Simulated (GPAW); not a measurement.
Runs of GPAW 26.7.0 on Pt. Symmetry: Fm-3m, No. 225, cubic system. The conventional cell has a = 3.922 Å, b = 3.922 Å, c = 3.922 Å, α = 90.00°, β = 90.00°, γ = 90.00°. Pt (site symmetry m-3m) has 12 Pt at 2.77 Å as nearest neighbours. 

| task | level | potentials or basis | U | cell | k mesh | optimizer | fmax | max steps | convergence | gap on the mesh (eV) | pressure (GPa) | relaxed volume (Å³/atom) |
| --- | --- | --- | --- | --- | --- | --- | --- | --- | --- | --- | --- | --- |
| single point | PBEsol+U | PAW data sets generated in the run's folder for this functional, pw | Pt d U = 5 eV | as given | 12 × 12 × 12 | - | - | - | - | none | (a) | - |
| relaxation of cell and atoms | PBEsol | PAW data sets generated in the run's folder for this functional, pw | - | relaxed | 12 × 12 × 12 | BFGS | 0.02 eV/Å | 60 | density=1e-05 forces=0.0001 | none | 0.1 | 15.02 |
| single point | PBEsol+U | PAW data sets generated in the run's folder for this functional, pw | Pt d U = 6 eV | as given | 12 × 12 × 12 | - | - | - | - | none | -10.7 | - |
| relaxation of cell and atoms | PBEsol+D3(BJ) | PAW data sets generated in the run's folder for this functional, pw | - | relaxed | 12 × 12 × 12 | BFGS | 0.02 eV/Å | 60 | density=1e-05 forces=0.0001 | none | -0.1 | 14.62 |
| relaxation of cell and atoms | PBEsol+D4 | PAW data sets generated in the run's folder for this functional, pw | - | relaxed | 12 × 12 × 12 | BFGS | 0.02 eV/Å | 60 | density=1e-05 forces=0.0001 | none | 0.0 | 14.81 |
| single point | PBEsol+U | PAW data sets generated in the run's folder for this functional, pw | Pt d U = 8 eV | as given | 12 × 12 × 12 | - | - | - | - | none | -13.3 | - |
| single point | PBEsol | PAW data sets generated in the run's folder for this functional, pw | - | as given | 12 × 12 × 12 | - | - | - | - | none | (b) | - |
| single point | PBEsol+U | PAW data sets generated in the run's folder for this functional, pw | Pt d U = 3 eV | as given | 12 × 12 × 12 | - | - | - | - | none | -6.3 | - |
| single point | PBEsol+U | PAW data sets generated in the run's folder for this functional, pw | Pt d U = 4 eV | as given | 12 × 12 × 12 | - | - | - | - | none | -8.0 | - |
| relaxation of cell and atoms | PBEsol+D3(BJ)+ATM | PAW data sets generated in the run's folder for this functional, pw | - | relaxed | 12 × 12 × 12 | BFGS | 0.02 eV/Å | 60 | density=1e-05 forces=0.0001 | none | 0.0 | 14.74 |
| relaxation of cell and atoms | PBEsol+D3 | PAW data sets generated in the run's folder for this functional, pw | - | relaxed | 12 × 12 × 12 | BFGS | 0.02 eV/Å | 60 | density=1e-05 forces=0.0001 | none | -0.1 | 14.62 |

Alike in all rows: no spin polarisation; cutoff (eV) 600; smearing fermi-dirac 0.05 eV.

Problem. Estimate the missing entries.

Solution. (a) -9.6; (b) -0.9.

Caveats: U without spin polarisation on a metal has little footing (some runs); the U is typed as a test and isn't derived for this compound (some runs); later steps reuse the first step's grids (some runs); pairwise dispersion overbinds metals, which lowers pressure and volume (some runs).

A k mesh can miss the band edges, and the runs leave out spin-orbit coupling on Pt.

A gap of «none» marks a metal or a gap under the smearing width.

Runs at the PBE level aren't shown here.
